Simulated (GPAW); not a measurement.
# Bi (Im-3m) in GPAW: notebook

The runs below take Bi through equation of state, band structure, with PBE, optB88-vdW, LDA, PBEsol, C09-vdW.

All numbers are computed with GPAW 26.7.0; they aren't measurements. Logs are shortened: lines on timing, memory, paths and dates and some standing lists are left out, and cuts for length are marked. The log counts tension as positive stress, the text compression.

**1. Starting point**

Symmetry: Im-3m, No. 229, cubic system. The conventional cell has a = 3.963 Å, b = 3.963 Å, c = 3.963 Å, α = 90.00°, β = 90.00°, γ = 90.00°. Bi (site symmetry m-3m) has 8 Bi at 3.43 Å as nearest neighbours.

This isn't the form of Bi at room conditions, which is rhombohedral.

**2. Equation of state, PBE**

run.py

```python
from ase.eos import EquationOfState
from ase.io import Trajectory, read
from ase.units import GPa
from gpaw import GPAW, PW

atoms = read('Bi.cif')

traj = Trajectory('eos.traj', 'w')
volumes, energies = [], []
for x in [0.94, 0.96, 0.98, 1.0, 1.02, 1.04, 1.06]:
    a = atoms.copy()
    a.set_cell(atoms.cell * x**(1 / 3), scale_atoms=True)
    calc = GPAW(mode=PW(600),
                xc='PBE',
                kpts={'size': (9, 9, 9), 'gamma': True},
                occupations={'name': 'fermi-dirac', 'width': 0.05},
                nbands=15,
                convergence={'density': 1e-05, 'energy': 1e-05},
                maxiter=150,
                txt=f'eos-{x:.2f}.txt')
    a.calc = calc
    energies.append(a.get_potential_energy(force_consistent=True))
    volumes.append(a.get_volume())
    p = -a.get_stress()[:3].mean() / GPa
    calc.write(f'eos-{x:.2f}.gpw')
    traj.write(a)
    print(f'{x:.2f} {volumes[-1]:10.4f} A^3 {energies[-1]:14.6f} eV {p:9.3f} GPa', flush=True)

v0, e0, B = EquationOfState(volumes, energies, eos='birchmurnaghan').fit()
print(f'V0 = {v0:.4f} A^3, E0 = {e0:.6f} eV, B0 = {B / GPa:.2f} GPa')
```

Bi.cif

```cif
data_Bi
_cell_length_a 3.43193835
_cell_length_b 3.43193835
_cell_length_c 3.43193835
_cell_angle_alpha 109.47122063
_cell_angle_beta 109.47122063
_cell_angle_gamma 109.47122063
_space_group_name_H-M_alt 'P1'
_space_group_name_Hall 'P 1'
_space_group_IT_number 1
loop_
_space_group_symop_operation_xyz
'x,y,z'
loop_
_atom_site_label
_atom_site_type_symbol
_atom_site_symmetry_multiplicity
_atom_site_Wyckoff_symbol
_atom_site_fract_x
_atom_site_fract_y
_atom_site_fract_z
_atom_site_occupancy
Bi1 Bi 1 a 0.0000000000 0.0000000000 0.0000000000 1
```

Potentials or basis: GPAW PAW data sets (gpaw-data 1.2.1), pw.

Launch:

```console
> OMP_NUM_THREADS=1 python run.py
```

Standard output:

```text
__  _  _
 | _ |_)|_||  |
 |__||  | ||/\| - 26.7.0

Input parameters:
  mode=PW(ecut=600.0),
  convergence={'density': 1e-05, 'energy': 1e-05},
  kpts=MonkhorstPack(size=(9, 9, 9), gamma=True),
  maxiter=150,
  nbands=15,
  occupations=Occupations(name='fermi-dirac', width=0.05),
  xc=XC(name='PBE')

Diagonalizing LCAO Hamiltonian
Converting LCAO to pw mode

       Bi

Atoms  # Å, Bohr magnetons
|   | symbol |        x |        y |        z |    initial magnetic moments |
|---|--------|----------|----------|----------|-----------------------------|
| 0 |     Bi | 0.000000 | 0.000000 | 0.000000 | ( 0.0000,  0.0000,  0.0000) |

Unit cell  # Å
| periodic |         x |         y |        z |  lengths |     angles |
|----------|-----------|-----------|----------|----------|------------|
|      yes |  3.361879 |  0.000000 | 0.000000 | 3.361879 | 109.471221 |
|      yes | -1.120626 |  3.169610 | 0.000000 | 3.361879 | 109.471221 |
|      yes | -1.120626 | -1.584805 | 2.744963 | 3.361879 | 109.471221 |

Number of symmetries: 48
Symmetry operations  # r_c * U_cc + t_c -> r_c
|    | kind |            matrix            |
|----|------|------------------------------|
|  0 |  σ   |  1, 1, 1,  0, 0,-1,  0,-1, 0 |
|  1 |  C4  |  1, 1, 1,  0, 0,-1, -1, 0, 0 |
|  2 |  C2  |  1, 1, 1,  0,-1, 0,  0, 0,-1 |
|  3 |  S6  |  1, 1, 1,  0,-1, 0, -1, 0, 0 |
|  4 |  S6  |  1, 1, 1, -1, 0, 0,  0, 0,-1 |
|  5 |  C4  |  1, 1, 1, -1, 0, 0,  0,-1, 0 |
|  6 |  E   |  1, 0, 0,  0, 1, 0,  0, 0, 1 |
|  7 |  σ   |  1, 0, 0,  0, 1, 0, -1,-1,-1 |
|  8 |  σ   |  1, 0, 0,  0, 0, 1,  0, 1, 0 |
|  9 |  C3  |  1, 0, 0,  0, 0, 1, -1,-1,-1 |
| 10 |  C3  |  1, 0, 0, -1,-1,-1,  0, 1, 0 |
| 11 |  σ   |  1, 0, 0, -1,-1,-1,  0, 0, 1 |
| 12 |  σ   |  0, 1, 0,  1, 0, 0,  0, 0, 1 |
| 13 |  C2  |  0, 1, 0,  1, 0, 0, -1,-1,-1 |
| 14 |  C3  |  0, 1, 0,  0, 0, 1,  1, 0, 0 |
| 15 |  S4  |  0, 1, 0,  0, 0, 1, -1,-1,-1 |
| 16 |  S4  |  0, 1, 0, -1,-1,-1,  1, 0, 0 |
| 17 |  C3  |  0, 1, 0, -1,-1,-1,  0, 0, 1 |
| 18 |  C3  |  0, 0, 1,  1, 0, 0,  0, 1, 0 |
| 19 |  S4  |  0, 0, 1,  1, 0, 0, -1,-1,-1 |
| 20 |  σ   |  0, 0, 1,  0, 1, 0,  1, 0, 0 |
| 21 |  C3  |  0, 0, 1,  0, 1, 0, -1,-1,-1 |
| 22 |  C2  |  0, 0, 1, -1,-1,-1,  1, 0, 0 |
| 23 |  S4  |  0, 0, 1, -1,-1,-1,  0, 1, 0 |
| 24 |  C4  |  0, 0,-1,  1, 1, 1,  0,-1, 0 |
| 25 |  σ   |  0, 0,-1,  1, 1, 1, -1, 0, 0 |
| 26 |  S6  |  0, 0,-1,  0,-1, 0,  1, 1, 1 |
| 27 |  C2  |  0, 0,-1,  0,-1, 0, -1, 0, 0 |
| 28 |  C4  |  0, 0,-1, -1, 0, 0,  1, 1, 1 |
| 29 |  S6  |  0, 0,-1, -1, 0, 0,  0,-1, 0 |
| 30 |  S6  |  0,-1, 0,  1, 1, 1,  0, 0,-1 |
| 31 |  C4  |  0,-1, 0,  1, 1, 1, -1, 0, 0 |
| 32 |  C4  |  0,-1, 0,  0, 0,-1,  1, 1, 1 |
| 33 |  S6  |  0,-1, 0,  0, 0,-1, -1, 0, 0 |
| 34 |  σ   |  0,-1, 0, -1, 0, 0,  1, 1, 1 |
| 35 |  C2  |  0,-1, 0, -1, 0, 0,  0, 0,-1 |
| 36 |  C2  | -1, 0, 0,  1, 1, 1,  0, 0,-1 |
| 37 |  S6  | -1, 0, 0,  1, 1, 1,  0,-1, 0 |
| 38 |  S6  | -1, 0, 0,  0, 0,-1,  1, 1, 1 |
| 39 |  C2  | -1, 0, 0,  0, 0,-1,  0,-1, 0 |
| 40 |  C2  | -1, 0, 0,  0,-1, 0,  1, 1, 1 |
| 41 |  i   | -1, 0, 0,  0,-1, 0,  0, 0,-1 |
| 42 |  S4  | -1,-1,-1,  1, 0, 0,  0, 1, 0 |
| 43 |  C3  | -1,-1,-1,  1, 0, 0,  0, 0, 1 |
| 44 |  C3  | -1,-1,-1,  0, 1, 0,  1, 0, 0 |
| 45 |  σ   | -1,-1,-1,  0, 1, 0,  0, 0, 1 |
| 46 |  S4  | -1,-1,-1,  0, 0, 1,  1, 0, 0 |
| 47 |  C2  | -1,-1,-1,  0, 0, 1,  0, 1, 0 |

BZ-sampling:
  Number of BZ points: 729
  Number of IBZ points: 35

  Monkhorst-Pack size: [9, 9, 9]
  Monkhorst-Pack shift: [0, 0, 0]

K-points  # in reciprocal-cell coordinates
|     |                                coordinates |     weight |
|-----|--------------------------------------------|------------|
|   0 | (  0.00000000,   0.00000000,   0.00000000) | 0.00137174 |
|   1 | (  0.11111111,   0.00000000,   0.00000000) | 0.01646091 |
|   2 | (  0.11111111,   0.11111111,  -0.11111111) | 0.00823045 |
|   3 | (  0.22222222,   0.00000000,  -0.11111111) | 0.03292181 |
|   4 | (  0.22222222,   0.00000000,   0.00000000) | 0.01646091 |
|   5 | (  0.22222222,   0.11111111,  -0.11111111) | 0.03292181 |
|   6 | (  0.22222222,   0.22222222,  -0.22222222) | 0.00823045 |
|   7 | (  0.33333333,  -0.11111111,  -0.11111111) | 0.01097394 |
|   8 | (  0.33333333,   0.00000000,  -0.11111111) | 0.06584362 |
|   9 | (  0.33333333,   0.00000000,   0.00000000) | 0.01646091 |
| ... |                                            |            |
|  34 | (  0.44444444,   0.44444444,   0.44444444) | 0.01097394 |

Plane wave coefficients: 984
Cutoff: 600.0 eV

Spin-components: 1 (collinear spins)
Bands:           15
Projectors:      6
Spin-degeneracy: 2
Datatype:        complex128

Parallelization:
  kpt:    1
  domain: 1
  band:   1

Density:
  Valence electrons: 15.0
  Components: 1
  Grid points: [20 20 20]
  Charge: 0.0  # |e|

Potential:
  Grid points: [20 20 20]

species:
  Bi:
    name:    Bismuth
    Z:       83.0
    valence: 15
    core:    68
    charge:  0.0  # [|e|]
    compensation charges:
      type: gauss
      rc: 0.38  # [Å]
      lmax: 2
    cutoffs:
      filter: 2.23  # [Å]
      core: 2.33  # [Å]
    projectors
    | kind |    occ | energy [eV] | rcut [Å] |
    |------|--------|-------------|----------|
    |   6s |  2.000 |     -14.385 |    1.286 |
    |   6p |  3.000 |      -4.580 |    1.275 |
    |   5d | 10.000 |     -27.119 |    1.349 |
    |    s |        |      12.827 |    1.286 |
    |    p |        |      22.631 |    1.275 |
    |    d |        |       0.093 |    1.349 |

    Using partial waves for Bi as LCAO basis

Reference energy: -584848.382953  # eV

eigensolver:
  PPCG
  Converge bands: occupied
  niter=2

density mixing:
  MSR1-Mixer
  Pratt-step length: 0.05
  Maximum mixing coefficient: 0.75
  Old densities: 10
  SVD Regularization: 0.005
  Good broyden scale: 1.0
  Trust region scale: 1.0
  Backstep threshold: 4.0
  History deletion threshold: 6.0
  Fourier metric: weight=20.0, sigma=0.015

occupation numbers:
  Fermi-Dirac:
    width: 0.0500  # eV

poisson solver:
  ecut: 4800.0  # eV

xc functional:
  name: PBE with 2 nearest neighbor stencil

convergence criteria:
[... 6 lines left out ...]
|iter     | |      energy | eigst |  dens |
|---------|-|-------------|-------|-------|
|iter:   1| |   -4.516099 | -0.40 |       |
|iter:   2| |   -4.518297 | -2.90 | -1.83 |
|iter:   3| |   -4.522494 | -3.27 | -1.86 |
|iter:   4| |   -4.524776 | -3.78 | -2.22 |
|iter:   5| |   -4.525288 | -4.24 | -2.63 |
|iter:   6| |   -4.525282 | -6.87 | -3.49 |
|iter:   7| |   -4.525283c| -7.52c| -4.06 |
|iter:   8| |   -4.525283c| -7.73c| -5.10c|

Converged in 8 steps
Energy contributions relative to reference atoms: (reference = -584848.382953)

Energy contributions:
  Kinetic:          19.348543
  Coulomb:         -17.364164
  Zero:             -1.486801
  External:          0.000000
  Xc:               -5.020271
  Entropy:          -0.005178
  Spinorbit:         0.000000
  ----------------------------
  Free energy:      -4.527871
  Extrapolated:     -4.525283

dipole moment: (-4.361976, -6.168765, -10.684615)  # |e|*Ang

Fermi level: 8.546
Eigenvalues  # (at kpt = [0.000, 0.000, 0.000])
| band index |      eig [eV] | occ [0-2] |
|------------|---------------|-----------|
|          0 |       -14.859 |     2.000 |
|          1 |       -14.859 |     2.000 |
|          2 |       -14.859 |     2.000 |
|          3 |       -14.703 |     2.000 |
|          4 |       -14.703 |     2.000 |
|          5 |        -5.446 |     2.000 |
|          6 |        13.995 |     0.000 |
|          7 |        13.995 |     0.000 |
|          8 |        13.995 |     0.000 |
|          9 |        18.525 |     0.000 |
|         10 |        19.016 |     0.000 |
|         11 |        19.016 |     0.000 |
|         12 |        19.016 |     0.000 |
|         13 |        20.476 |     0.000 |
|         14 |        20.476 |     0.000 |

No gap
No difference between direct/indirect transitions

Stress tensor  # eV/Ang^3
|         x |         y |         z |
|-----------|-----------|-----------|
| -0.029114 |  0.000000 |  0.000000 |
|  0.000000 | -0.029114 |  0.000000 |
|  0.000000 |  0.000000 | -0.029114 |

# Writing to eos-0.94.gpw (mode='')
```

eos-0.96.txt:

```text
SCF iterations
|iter     | |      energy | eigst |  dens |
|---------|-|-------------|-------|-------|
|iter:   1| |   -4.531424 | -0.43 |       |
|iter:   2| |   -4.533594 | -2.91 | -1.82 |
|iter:   3| |   -4.538178 | -3.29 | -1.85 |
|iter:   4| |   -4.540431 | -3.79 | -2.22 |
|iter:   5| |   -4.540918 | -4.27 | -2.64 |
[... 36 lines left out ...]
|         11 |        18.741 |     0.000 |
|         12 |        18.741 |     0.000 |
|         13 |        20.064 |     0.000 |
|         14 |        20.064 |     0.000 |

No gap
No difference between direct/indirect transitions

Stress tensor  # eV/Ang^3
|         x |         y |         z |
|-----------|-----------|-----------|
| -0.020258 |  0.000000 |  0.000000 |
|  0.000000 | -0.020258 |  0.000000 |
|  0.000000 |  0.000000 | -0.020258 |

# Writing to eos-0.96.gpw (mode='')
```

It took 29 s on 1 thread of AMD EPYC 9B14 (Zen 4), shared host; peak memory 0.18 GiB.

What came out:

- Equilibrium volume: 31.56 Å³/atom
- Bulk modulus: 53 GPa
- Pressure derivative of the bulk modulus: 4.1 (rough: it moves with the points fitted)

Energy against volume, from the lowest point:
| volume (Å³/atom) | energy (meV/atom) |
| --- | --- |
| 29.250 | 31.73 |
| 29.872 | 16.30 |
| 30.495 | 6.16 |
| 31.117 | 0.88 |
| 31.739 | 0.00 |
| 32.362 | 3.07 |
| 32.984 | 9.65 |

Caveat: spin-orbit coupling is left out, which moves the levels of the heavy elements.

**3. Equation of state, optB88-vdW**

run.py

```python
from ase.eos import EquationOfState
from ase.io import Trajectory
from ase.spacegroup import crystal
from ase.units import GPa
from gpaw import GPAW, PW

# Bi 2a
atoms = crystal(['Bi'],
                basis=[[0.0, 0.0, 0.0]],
                spacegroup=229, setting=1,  # Im-3m
                cellpar=[3.96286106, 3.96286106, 3.96286106, 90.0, 90.0, 90.0],
                primitive_cell=True)

traj = Trajectory('eos.traj', 'w')
volumes, energies = [], []
for x in [0.94, 0.96, 0.98, 1.0, 1.02, 1.04, 1.06]:
    a = atoms.copy()
    a.set_cell(atoms.cell * x**(1 / 3), scale_atoms=True)
    calc = GPAW(mode=PW(600),
                xc={'name': 'optB88-vdW', 'backend': 'libvdwxc'},
                kpts={'size': (9, 9, 9), 'gamma': True},
                occupations={'name': 'fermi-dirac', 'width': 0.05},
                nbands=15,
                convergence={'density': 1e-05, 'energy': 1e-05},
                maxiter=150,
                legacy_gpaw=True,
                txt=f'eos-{x:.2f}.txt')
    a.calc = calc
    energies.append(a.get_potential_energy(force_consistent=True))
    volumes.append(a.get_volume())
    calc.write(f'eos-{x:.2f}.gpw')
    traj.write(a)
    print(f'{x:.2f} {volumes[-1]:10.4f} A^3 {energies[-1]:14.6f} eV', flush=True)

v0, e0, B = EquationOfState(volumes, energies, eos='birchmurnaghan').fit()
print(f'V0 = {v0:.4f} A^3, E0 = {e0:.6f} eV, B0 = {B / GPa:.2f} GPa')
```

Potentials or basis: GPAW PAW data sets (gpaw-data 1.2.1), pw.

Launch:

```console
> OMP_NUM_THREADS=1 python run.py
```

It took 32 s on 1 thread of AMD EPYC 9B14 (Zen 4), shared host; peak memory 0.18 GiB.

The run converged. Its results:

```yaml
Equilibrium_volume: 31.98 Å³/atom
Bulk_modulus: 54 GPa
Pressure_derivative_of_the_bulk_modulus: 3.8
```

Energy against volume, from the lowest point:
```
volume (Å³/atom)  energy (meV/atom)
          29.250              45.00
          29.872              25.78
          30.495              12.30
          31.117               3.79
          31.739               0.00
          32.362               0.46
          32.984               4.72
```

Caveat: the PAW data sets were made with another functional, which shifts forces and pressure a little; spin-orbit coupling is left out, which moves the levels of the heavy elements.

**4. Equation of state, LDA**

run.py

```python
from ase.eos import EquationOfState
from ase.io import Trajectory, read
from ase.units import GPa
from gpaw import GPAW, PW

atoms = read('POSCAR')

traj = Trajectory('eos.traj', 'w')
volumes, energies = [], []
for x in [0.94, 0.96, 0.98, 1.0, 1.02, 1.04, 1.06]:
    a = atoms.copy()
    a.set_cell(atoms.cell * x**(1 / 3), scale_atoms=True)
    calc = GPAW(mode=PW(800),
                xc='LDA',
                kpts={'size': (9, 9, 9), 'gamma': True},
                occupations={'name': 'fermi-dirac', 'width': 0.05},
                setups='hgh',
                nbands=-8,
                convergence={'density': 1e-05, 'energy': 1e-05},
                maxiter=150,
                txt=f'eos-{x:.2f}.txt')
    a.calc = calc
    energies.append(a.get_potential_energy(force_consistent=True))
    volumes.append(a.get_volume())
    p = -a.get_stress()[:3].mean() / GPa
    calc.write(f'eos-{x:.2f}.gpw')
    traj.write(a)
    print(f'{x:.2f} {volumes[-1]:10.4f} A^3 {energies[-1]:14.6f} eV {p:9.3f} GPa', flush=True)

v0, e0, B = EquationOfState(volumes, energies, eos='birchmurnaghan').fit()
print(f'V0 = {v0:.4f} A^3, E0 = {e0:.6f} eV, B0 = {B / GPa:.2f} GPa')
```

POSCAR

```
Bi
1.0
   -1.9814305318      1.9814305318      1.9814305318
    1.9814305318     -1.9814305318      1.9814305318
    1.9814305318      1.9814305318     -1.9814305318
Bi
1
Direct
    0.0000000000      0.0000000000      0.0000000000
```

Potentials or basis: HGH pseudopotentials, pw.

Launch:

```console
> OMP_NUM_THREADS=1 python run.py
```

It took 36 s on 1 thread of AMD EPYC 9B14 (Zen 4), shared host; peak memory 0.18 GiB.

It converged, with:

| Property | Result |
| --- | --- |
| Equilibrium volume | 29.25 Å³/atom (rough: see the caveat) |
| Bulk modulus | 64 GPa (rough) |

Energy against volume, from the lowest point:
```csv
volume (Å³/atom),energy (meV/atom)
29.250,0.00
29.872,2.56
30.495,9.78
31.117,21.19
31.739,36.34
32.362,54.78
32.984,76.08
```

Caveat: the minimum lies outside the volumes run; spin-orbit coupling is left out, which moves the levels of the heavy elements; HGH potentials are hard and often keep d shells in the core, so these values are rough.

(Continued in part 2 of 2.)
